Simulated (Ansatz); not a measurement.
Crystal: TiO2 (Anatase).

```
Ti O
1.0
    -1.89210    1.89210    4.75730
     1.89210   -1.89210    4.75730
     1.89210    1.89210   -4.75730
Ti O
2 4
Cartesian
  0.0000 1.8921 2.3786
  0.0000 0.0000 0.0000
  0.0000 0.0000 7.5346
  0.0000 1.8921 0.3987
  0.0000 1.8921 4.3586
  0.0000 0.0000 1.9800
```

Base run:

* Program: Ansatz 0.2.0
* Functional: m-r2SCAN
* Potentials or basis: Ansatz PAW
* Cutoff: 500 eV (not typed: the program's choice for these potentials)
* k mesh: 10 × 10 × 10
* Occupations: fermi-dirac, width 0.05 eV
* Spin: no spin polarisation

Its results: band gap on the k mesh 2.52 eV, indirect (least direct gap 2.86 eV); pressure 0.5 GPa; largest force 0.010 eV/Å.

**Question.** The run is repeated on the same cell with these changes: functional from m-r2SCAN to PBE0; cutoff from 500 eV (not typed: the program's choice for these potentials) to 420 eV (not typed: the program's choice for these potentials); k mesh from 10 × 10 × 10 to 6 × 6 × 6. What comes out?

**Answer.** Band gap on the k mesh 4.41 eV, indirect (least direct gap 4.74 eV); pressure -2.2 GPa; largest force 0.158 eV/Å.

Several settings changed at once, so the effect can't be laid on one alone.

Caveats: the PAW data sets come from PBE, with cores solved anew for the run's functional, which leaves a small shift of forces and pressure; the thresholds are loose for stress (some runs).
